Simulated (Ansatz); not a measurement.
Crystal: InPd.

```xyz
2
Lattice="3.2719 0.0000 0.0000 0.0000 3.2719 0.0000 0.0000 0.0000 3.2719" Properties=species:S:1:pos:R:3 pbc="T T T"
In    0.0000    0.0000    0.0000
Pd    1.6359    1.6359    1.6359
```

The cell comes from a database or a generator and needn't be the stable form of this composition.

Base run:

- Program: Ansatz 0.2.0
- Functional: PBEsol
- Potentials or basis: all-electron LAPW, scalar-relativistic
- Cutoff: 250 eV
- Density cutoff: 1002 eV
- Basis error allowed: 0.001 eV/atom
- k mesh: 8 × 8 × 8
- Occupations: fermi-dirac, width 0.05 eV
- Spin: no spin polarisation

Its results: band gap on the k mesh none (metal or under the smearing width); pressure -3.0 GPa.

The run is repeated on the same cell with these changes: functional from PBEsol to PBE. What comes out?

Band gap on the k mesh none (metal or under the smearing width); pressure 3.6 GPa.

PBE binds less tightly than PBEsol, so the same cell stands under more pressure.

Not every run made on this cell is shown here.
